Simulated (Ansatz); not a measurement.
# 1T-PbSeTe monolayer in a perpendicular field, part 2 of 4

What dipole does a perpendicular field induce in the 1T-PbSeTe monolayer? A positive field points along +c.

Ansatz 0.2.0; plane-wave DFT, PBE-D4, Ansatz PAW (the session's first sound run).

So far. Step 2 (Relaxation): The lattice constant a goes from 3.750 to 3.881 Å.

## Step 3: Single point, field 0

A sawtooth potential applies the field, turning back in the middle of the vacuum. With the dipole correction the typed value is the field outside the slab. The induced dipole is small, so the SCF threshold is tight.

The cell differs from the one that the last finished run ended in (c 29.707 → 21.997 Å).

The input, input.yaml:

```yaml
crystal:
  lattice:
    - [3.880750636, 0.0, 0.0]
    - [-1.940375318, 3.3608286365, 0.0]
    - [0.0, 0.0, 21.9965320215]
  atoms:
    - { symbol: Te, position: [0.6666666667, 0.3333333333, 0.4091554065] }
    - { symbol: Pb, position: [0.0, 0.0, 0.5145564916] }
    - { symbol: Se, position: [0.3333333333, 0.6666666667, 0.5908445935] }
kpoints:
  mp_grid: { grid: [12, 12, 1] }
  band_path:
    path: [[0, 0, 0], [0.5, 0, 0], [0.33333333, 0.33333333, 0], [0, 0, 0]]
    npoints: 16
hamiltonian:
  xc: pbe
  dispersion: d4
scf:
  occupations: { method: fermi_dirac, width: 0.05 }
  convergence: { dr2_threshold: 1.0e-10 }
efield:
  axis: 3
  dipole_correction: true
  ramp_position: 0.97
  ramp_width: 0.06
  amplitude: 0
output:
  dos: { projected: true, e_range: [-6, 5] }
  bader: true
  write_potential: true
  write_density: true
  volumetric_format: npy
  elf: true
```

Command:

```sh
$ ansatz run input.yaml --threads 4 --pin off --max-ram 6144MiB --backend cpu --events-out ev --progress --plain --runs-dir out
```

Numbers of over 12 decimals in the logs are rounded to 6 here.

Output:

```text
[...]
Crystal: 3 atoms, lattice volume = 286.891 Å³
Basis set: ecut = 420 eV, 5677 PW (Γ)
Bands: 28, of which v1, the nominal top of the filled ones, is band 23 counted from 1 (22 counted from 0)
Symmetry: 6 space group operations
[...]
k-points: 19 of 144 (time reversal used)
[...]
SCF iter   1: F=—  HF=-24356.226496 eV  |F-HF|=—  |Δ(HF+E_count)|=         —  Δρ=1.09e-3  dr2=1.80e-2  ethr=1.77e-3  p=-0.020 e·Å  D=-1.25e-2 V/Å  ΔV_dip=0.27 eV  dr2_dipole=2.04e-3  V_vac-E_F(+/−)=5.43/5.16 eV  ⟨swp⟩=9.2  Hψ=2910  notcnv=0
efield: sawtooth ramp at fractional position 0.9700 (set: `efield.ramp_position`, or a place that a band, a saddle search or an elastic batch's reference lends), width 0.0600; the density the first Hamiltonian is built on has a dipole p = -0.020 e·Å; the dipole correction subtracts the counter field D = -1.25e-2 V/Å, which shifts the + side's vacuum level by +0.27 eV against the − side's; the planar-averaged density in the ramp window peaks in size at 7.1e-6 e/Å³
[...]
SCF iter   2: F=—  HF=-24356.227310 eV  |F-HF|=—  |Δ(HF+E_count)|=   8.14e-4  Δρ=7.56e-4  dr2=3.71e-3  ethr=3.92e-5  p=-0.023 e·Å  D=-1.44e-2 V/Å  ΔV_dip=0.32 eV  dr2_dipole=3.31e-4  V_vac-E_F(+/−)=5.54/5.23 eV  ⟨swp⟩=3.4  Hψ=1203  notcnv=0
[...]
SCF iter  10: F=-24356.226702 eV  HF=-24356.226702 eV  |F-HF|=1.46e-11  |Δ(HF+E_count)|=  2.18e-11  Δρ=8.54e-8  dr2=7.48e-11  ethr=1.00e-12  p=-0.026 e·Å  D=-1.63e-2 V/Å  ΔV_dip=0.36 eV  dr2_dipole=9.50e-12  V_vac-E_F(+/−)=5.56/5.21 eV  ⟨swp⟩=2.9  Hψ=1928  notcnv=0
SCF 1 converged in 10 iterations: F = -24356.226702 eV  dr2 = 7.48e-11
[...]
NSCF: frozen V_eff on 49 k-points
efield: sawtooth ramp at fractional position 0.9700 (kept from the solve that this one continues, or follows in the run), width 0.0600; the density the first Hamiltonian is built on has a dipole p = -0.026 e·Å; the dipole correction subtracts the counter field D = -1.63e-2 V/Å, which shifts the + side's vacuum level by +0.36 eV against the − side's; the planar-averaged density in the ramp window peaks in size at 5.4e-6 e/Å³
WARN: The output density's exchange-correlation potential varies sharply where the density is thin. Do not read a vacuum level from v_tot or v_xc, or from such a field of the output density. On a cell that repeats whose density bears no net charge and no dipole along the vacuum's axis use v_es (v_loc + v_h of the components); under efield.dipole_correction with no amplitude use v_es + v_field, which holds any externa [...]
SCF converged after 10 iterations
Free energy (F): -24356.226702 eV
[...]
Internal energy: -24356.200915 eV  (E = F + TS)
E sigma→0 (E₀):  -24356.213809 eV
Entropy (-TS):   -0.025787 eV (-8.596 meV/atom)
Fermi energy:    -1.031214 eV
Dipole field:    D = -0.016270 V/Å  (p = -0.025795 e·Å, saw-weighted, corrected)
Work function:   Φ+ = 5.5631 eV   Φ− = 5.2052 eV
Levels:          The Fermi level and band energies are counted from a zero that moves with the ramp; work functions are not
[...]
--- Band table (eV; the first three rows and the last of 19) ---
  k-point 0: bands = [... 19 lower, -1.4697, -1.4697, -0.7396, -0.0873, -0.0873, 2.3416, 3.5694, 3.5694, ... 1 higher]
  k-point 1: bands = [... 19 lower, -2.0319, -1.5699, -0.7920, -0.2521, -0.1823, 2.6630, 3.1372, 3.6504, ... 1 higher]
  k-point 2: bands = [... 19 lower, -2.7837, -1.8267, -1.7173, -0.4118, -0.2153, 2.3670, 3.4296, 3.7838, ... 1 higher]
  k-point 18: bands = [... 19 lower, -4.1964, -4.1498, -2.6685, -2.0889, -1.3901, 2.3062, 2.4010, 3.9117, ... 1 higher]
--- Bader charges: 3 sites ---
  site symbol  charge [e]  shift [e]
     0     Te     -0.2326     0.0000
     1     Pb      0.7388     0.0000
     2     Se     -0.5062     0.0000
  estimated error of the sums over rays = 3.7e-4 e
```

Run time: 10 s. Hardware: 4 threads of Arm Neoverse V2, shared host; peak memory 0.65 GiB.

Reading the cycles: dr2 is the Hartree energy of the density residual (eV), the measure of convergence; HF is the Harris–Foulkes estimate of the energy, which meets the free energy F at convergence.

Numbers from this step:

```yaml
energy_at_zero_smearing: -24356.2138 eV
work_function_upper_face: 5.563 eV
work_function_lower_face: 5.205 eV
dipole_along_the_normal: -0.02579 e·Å
step_between_the_vacuum_levels: 0.3579 eV
```

Running mean over a fixed 2.8 Å (it still follows the layers) of the planar mean; the ramp of the sawtooth is left out. Table of electron's electrostatic potential energy less the Fermi level by z:

z (Å), electron's electrostatic potential energy less the Fermi level (eV) and a bar from the least value:
```
        3       5.21 #############################
        4       5.20 #############################
        5       5.20 #############################
        6       5.13 #############################
        7       4.00 ##########################
        8       2.15 ####################
        9       0.11 ###############
       10      -2.47 #######
       11      -4.66 #
       12      -5.07 
       13      -1.50 ##########
       14       2.22 #####################
       15       4.79 ############################
       16       5.52 ##############################
       17       5.56 ##############################
       18       5.56 ##############################
       19       5.56 ##############################
```

The density of states has structure finer than the step of the table below, so its rows give means over 0.2 eV, whole bins alone (the curve runs from -6 to 1.99 eV). Peaks (eV: height): -3.19: 4.83, -2.72: 4.33, -2.14: 5.67, -1.53: 12.4, -1.07: 7.04, -0.10: 5.37, 0.86: 5.34.

The density of states by energy, zero at the Fermi level; means over each step:

energy (eV), density of states (states/eV a cell) and a bar:
```
     -4.4        0.0 
     -4.2        0.1 #
     -4.0        1.3 #######
     -3.8        1.5 ########
     -3.6        1.9 ##########
     -3.4        1.1 ######
     -3.2        1.6 ########
     -3.0        1.6 ########
     -2.8        3.0 ################
     -2.6        2.5 #############
     -2.4        2.2 ###########
     -2.2        2.8 ##############
     -2.0        1.9 ##########
     -1.8        2.6 #############
     -1.6        5.8 ##############################
     -1.4        3.9 ####################
     -1.2        1.5 ########
     -1.0        3.0 ################
     -0.8        2.2 ###########
     -0.6        1.9 ##########
     -0.4        2.4 ############
     -0.2        2.5 #############
      0.0        3.9 ####################
      0.2        2.3 ############
      0.4        1.8 #########
      0.6        1.6 ########
      0.8        2.4 ############
      1.0        0.1 
      1.2        0.0
```

Projected DOS per atom over height of the atomic layer and energy from the Fermi level. Layers: Te Pb Se from below.

Ten even steps from '0' (0.00 states/eV) to '9' (2.02 states/eV), each cell a mean:
```
000
000
000
512
512
924
513
504
505
929
427
425
435
334
122
222
111
000
000
000
000
000
```
Columns: height of the atomic layer (Å) from 9 to 13.0 (not evenly spaced); rows upwards: energy from the Fermi level (eV) from -5.96 to 1.96.

The electronic bands at the labelled points (eV, zero at the Fermi level):

```
  point  band 20  band 21  band 22  band 23  band 24  band 25  band 26  band 27
      Γ    -0.44    -0.44     0.29     0.94     0.94     3.37     4.60     4.60
halfway    -1.99    -1.38    -1.11     0.35     0.43     3.11     4.61     4.84
      M    -2.74    -1.66    -1.65    -0.41    -0.08     3.00     3.65     4.63
halfway    -2.86    -2.48    -1.51    -1.01    -0.07     3.23     3.78     4.48
      K    -3.17    -3.12    -1.64    -1.06    -0.36     3.34     3.43     4.94
halfway    -2.35    -1.75    -1.21    -0.42     0.69     3.54     3.92     4.89
      Γ    -0.44    -0.44     0.29     0.94     0.94     3.37     4.60     4.60
```

Valence density in the ca plane at fractional y = 0.000, with atoms of Pb within 0.2 Å of it. It is the smooth field of the valence electrons, not physical close to the nuclei.

Ten steps, logarithmic in the rise over the least value, from '0' (0.00 × 1e0 e/Å³) to '9' (9.18 × 1e0 e/Å³), each cell a mean:
```
00000000000000112468986311000000000000000000
00000000000011112346764211000000000000000000
00000000000112222223432222100000000000000000
00000000001123322111222222210000000000000000
00000000001223332111112233210000000000000000
00000000001223322111112233210000000000000000
00000000000122222122222222110000000000000000
00000000000111111235553221100000000000000000
00000000000001112367875311000000000000000000
00000000000000112479996310000000000000000000
```
Columns run along c (16.0 Å, from fractional 0.19 to 0.92 of the cell), rows up along a (3.9 Å). Atoms in or near the plane, at fractional coordinates: Pb at (0.51, 0.00).

Electrostatic potential energy in the ca plane at fractional y = 0.000, with atoms of Pb within 0.2 Å of it. With pseudopotentials it is smooth inside the atoms' cores, unlike the true potential.

Values in eV, 6 rows by 16 columns, each cell a mean:
```
  4   4   4   4   3   2 -17 -32 -12   3   4   4   4   4   4   4
  4   4   4   4   1   0  -3 -14  -2   2   4   4   4   4   4   4
  4   4   4   3  -3  -5   1   1  -1  -1   4   4   4   4   4   4
  4   4   4   3  -2  -3   1  -1   0   0   4   4   4   4   4   4
  4   4   4   4   2   1  -7 -23  -4   3   4   4   4   4   4   4
  4   4   4   4   3   2 -20 -30 -15   3   4   4   4   4   4   4
```
Columns run along c (16.0 Å, from fractional 0.19 to 0.92 of the cell; values clipped at the 3rd and 97th percentile), rows up along a (3.9 Å). Atoms in or near the plane, at fractional coordinates: Pb at (0.51, 0.00).

ELF in the ca plane at fractional y = 0.000, with atoms of Pb within 0.2 Å of it. It is the smooth field of the valence electrons, not physical close to the nuclei.

Values, 6 rows by 16 columns, each cell a mean:
```
0.00 0.00 0.00 0.00 0.00 0.04 0.14 0.16 0.33 0.16 0.27 0.09 0.02 0.00 0.00 0.00
0.00 0.00 0.00 0.00 0.02 0.20 0.51 0.45 0.29 0.33 0.36 0.45 0.17 0.01 0.00 0.00
0.00 0.00 0.00 0.00 0.04 0.40 0.66 0.58 0.28 0.17 0.57 0.72 0.39 0.04 0.00 0.00
0.00 0.00 0.00 0.00 0.04 0.36 0.65 0.58 0.28 0.21 0.53 0.68 0.35 0.03 0.00 0.00
0.00 0.00 0.00 0.00 0.01 0.13 0.39 0.35 0.31 0.34 0.30 0.31 0.10 0.01 0.00 0.00
0.00 0.00 0.00 0.00 0.00 0.03 0.09 0.12 0.32 0.07 0.28 0.06 0.01 0.00 0.00 0.00
```
Columns run along c (16.0 Å, from fractional 0.10 to 0.83 of the cell), rows up along a (3.9 Å). Atoms in or near the plane, at fractional coordinates: Pb at (0.51, 0.00).

The work function of the upper face is 5.56 eV.

## Step 4: Atoms held, field 0.03 V/Å

input.yaml: that of step 3 with these lines changed.

```diff
@@ -25,6 +25,4 @@
   ramp_width: 0.06
-  amplitude: 0
+  amplitude: 0.03
 output:
-  dos: { projected: true, e_range: [-6, 5] }
-  bader: true
   write_potential: true
@@ -32,2 +30 @@
   volumetric_format: npy
-  elf: true
```

Output:

```text
[...]
Crystal: 3 atoms, lattice volume = 286.891 Å³
Basis set: ecut = 420 eV, 5677 PW (Γ)
Bands: 28, of which v1, the nominal top of the filled ones, is band 23 counted from 1 (22 counted from 0)
Symmetry: 6 space group operations
[...]
k-points: 19 of 144 (time reversal used)
[...]
k-point 0: bands = [... 19 lower, -1.4713, -1.4713, -0.7412, -0.0911, -0.0911, 2.3341, 3.5670, 3.5670, ... 1 higher]
  k-point 1: bands = [... 19 lower, -2.0328, -1.5715, -0.7957, -0.2546, -0.1862, 2.6555, 3.1315, 3.6479, ... 1 higher]
  k-point 2: bands = [... 19 lower, -2.7839, -1.8284, -1.7214, -0.4155, -0.2181, 2.3631, 3.4214, 3.7813, ... 1 higher]
  k-point 18: bands = [... 19 lower, -4.1993, -4.1522, -2.6706, -2.0933, -1.3929, 2.3033, 2.3986, 3.9081, ... 1 higher]
[key lines of the parts left out:]
SCF converged after 11 iterations
Free energy (F): -24356.226137 eV
Fermi energy:    -1.034310 eV
Dipole field:    D = -0.007510 V/Å  (p = -0.011906 e·Å, saw-weighted, corrected)
```

Wall time 8.7 s (4 threads); peak memory 0.58 GiB.

The dipole is -0.0119 e·Å, 0.0139 e·Å from its value without field.

## Step 5: Atoms held, field -0.03 V/Å

input.yaml: that of step 4 with these lines changed.

```diff
@@ -25,3 +25,3 @@
   ramp_width: 0.06
-  amplitude: 0.03
+  amplitude: -0.03
 output:
```

Output:

```text
[...]
Crystal: 3 atoms, lattice volume = 286.891 Å³
Basis set: ecut = 420 eV, 5677 PW (Γ)
Bands: 28, of which v1, the nominal top of the filled ones, is band 23 counted from 1 (22 counted from 0)
Symmetry: 6 space group operations
[...]
k-points: 19 of 144 (time reversal used)
[...]
k-point 0: bands = [... 19 lower, -1.4682, -1.4682, -0.7380, -0.0835, -0.0835, 2.3486, 3.5718, 3.5718, ... 1 higher]
  k-point 1: bands = [... 19 lower, -2.0311, -1.5684, -0.7884, -0.2496, -0.1786, 2.6699, 3.1422, 3.6527, ... 1 higher]
  k-point 2: bands = [... 19 lower, -2.7835, -1.8251, -1.7134, -0.4081, -0.2127, 2.3706, 3.4370, 3.7862, ... 1 higher]
  k-point 18: bands = [... 19 lower, -4.1936, -4.1475, -2.6665, -2.0845, -1.3874, 2.3090, 2.4032, 3.9151, ... 1 higher]
[key lines of the parts left out:]
SCF converged after 11 iterations
Free energy (F): -24356.227684 eV
Fermi energy:    -1.028193 eV
Dipole field:    D = -0.025020 V/Å  (p = -0.039667 e·Å, saw-weighted, corrected)
```

Elapsed: 7.9 s, on 4 threads; peak memory 0.59 GiB.

The dipole is -0.0397 e·Å, -0.0139 e·Å from its value without field.

## Step 6: Atoms held, field 0.15 V/Å

input.yaml: that of step 5 with these lines changed.

```diff
@@ -25,3 +25,3 @@
   ramp_width: 0.06
-  amplitude: -0.03
+  amplitude: 0.15
 output:
```

Output:

```text
[...]
Crystal: 3 atoms, lattice volume = 286.891 Å³
Basis set: ecut = 420 eV, 5677 PW (Γ)
Bands: 28, of which v1, the nominal top of the filled ones, is band 23 counted from 1 (22 counted from 0)
Symmetry: 6 space group operations
[...]
k-points: 19 of 144 (time reversal used)
[...]
k-point 0: bands = [... 19 lower, -1.4784, -1.4784, -0.7489, -0.1074, -0.1074, 2.2989, 3.4536, 3.5564, ... 1 higher]
  k-point 1: bands = [... 19 lower, -2.0373, -1.5788, -0.8116, -0.2658, -0.2024, 2.6173, 3.0977, 3.6372, ... 1 higher]
  k-point 2: bands = [... 19 lower, -2.7857, -1.8359, -1.7384, -0.4315, -0.2300, 2.3436, 3.3727, 3.7705, ... 1 higher]
  k-point 18: bands = [... 19 lower, -4.2117, -4.1629, -2.6798, -2.1119, -1.4050, 2.2908, 2.3882, 3.8926, ... 1 higher]
[key lines of the parts left out:]
SCF converged after 11 iterations
Free energy (F): -24356.228041 eV
Fermi energy:    -1.047555 eV
Dipole field:    D = 0.027529 V/Å  (p = 0.043646 e·Å, saw-weighted, corrected)
```

Wall time 8.1 s (4 threads); peak memory 0.59 GiB; 31 s of CPU time.

The dipole is 0.0436 e·Å, 0.0694 e·Å from its value without field.

## Step 7: Single point, field 0.25 V/Å

input.yaml: that of step 6 with these lines changed.

```diff
@@ -25,3 +25,3 @@
   ramp_width: 0.06
-  amplitude: 0.15
+  amplitude: 0.25
 output:
```

Output:

```text
[...]
Crystal: 3 atoms, lattice volume = 286.891 Å³
Basis set: ecut = 420 eV, 5677 PW (Γ)
Bands: 28, of which v1, the nominal top of the filled ones, is band 23 counted from 1 (22 counted from 0)
Symmetry: 6 space group operations
[...]
k-points: 19 of 144 (time reversal used)
[...]
k-point 0: bands = [... 19 lower, -1.4855, -1.4855, -0.7566, -0.1221, -0.1221, 2.2598, 3.1323, 3.5464, ... 1 higher]
  k-point 1: bands = [... 19 lower, -2.0420, -1.5860, -0.8260, -0.2764, -0.2169, 2.5677, 3.0370, 3.3622, ... 1 higher]
  k-point 2: bands = [... 19 lower, -2.7884, -1.8433, -1.7536, -0.4459, -0.2412, 2.3211, 3.2782, 3.6186, ... 1 higher]
  k-point 18: bands = [... 19 lower, -4.2231, -4.1729, -2.6885, -2.1285, -1.4162, 2.2791, 2.3783, 3.8781, ... 1 higher]
[key lines of the parts left out:]
SCF converged after 11 iterations
Free energy (F): -24356.234721 eV
Fermi energy:    -1.059636 eV
Dipole field:    D = 0.056753 V/Å  (p = 0.089980 e·Å, saw-weighted, corrected)
```

Wall time 8.2 s (4 threads); peak memory 0.59 GiB.

The dipole is 0.0900 e·Å, 0.116 e·Å from its value without field.

## Step 8: Atoms held, field -0.25 V/Å

input.yaml: that of step 7 with these lines changed.

```diff
@@ -25,4 +25,6 @@
   ramp_width: 0.06
-  amplitude: 0.25
+  amplitude: -0.25
 output:
+  dos: { projected: true, e_range: [-6, 5] }
+  bader: true
   write_potential: true
@@ -30 +32,2 @@
   volumetric_format: npy
+  elf: true
```

Output:

```text
[...]
Crystal: 3 atoms, lattice volume = 286.891 Å³
Basis set: ecut = 420 eV, 5677 PW (Γ)
Bands: 28, of which v1, the nominal top of the filled ones, is band 23 counted from 1 (22 counted from 0)
Symmetry: 6 space group operations
[...]
k-points: 19 of 144 (time reversal used)
[...]
k-point 2: bands = [... 19 lower, -2.7855, -1.8162, -1.6869, -0.3836, -0.1961, 2.3855, 3.4688, 3.8011, ... 1 higher]
  k-point 18: bands = [... 19 lower, -4.1758, -4.1331, -2.6541, -2.0551, -1.3699, 2.3263, 2.4166, 3.9365, ... 1 higher]
--- Bader charges: 3 sites ---
  site symbol  charge [e]  shift [e]
     0     Te     -0.2150     0.0000
     1     Pb      0.7389     0.0000
     2     Se     -0.5239     0.0000
  estimated error of the sums over rays = 3.6e-4 e
[key lines of the parts left out:]
SCF converged after 11 iterations
Free energy (F): -24356.247605 eV
Fermi energy:    -1.008642 eV
Dipole field:    D = -0.089201 V/Å  (p = -0.141424 e·Å, saw-weighted, corrected)
```

Elapsed: 11 s, on 4 threads; peak memory 0.62 GiB.

The dipole is -0.141 e·Å, -0.116 e·Å from its value without field.

(Continued in part 3 of 4.)

[Logs are printed without paths, hosts, clocks, repeated set-up lines and the standing remarks that a program may print on its own settings, such as how far it seeks lower states.]

[Hosts, paths, dates, database ids (printed as entryN), source tags and the programs' standing remarks are cut or masked in the printed files.]

[Maps of the electrostatic potential energy from Ansatz leave out the sawtooth potential of an applied field or a dipole correction, so their vacuum need not be flat; planar profiles and work functions include it.]

[The density of states shown here was stored with 400 of the rows of the run's finer table, so its peaks can read low, often by over a quarter, or be missed, and its means over a window can be off by a tenth or more.]
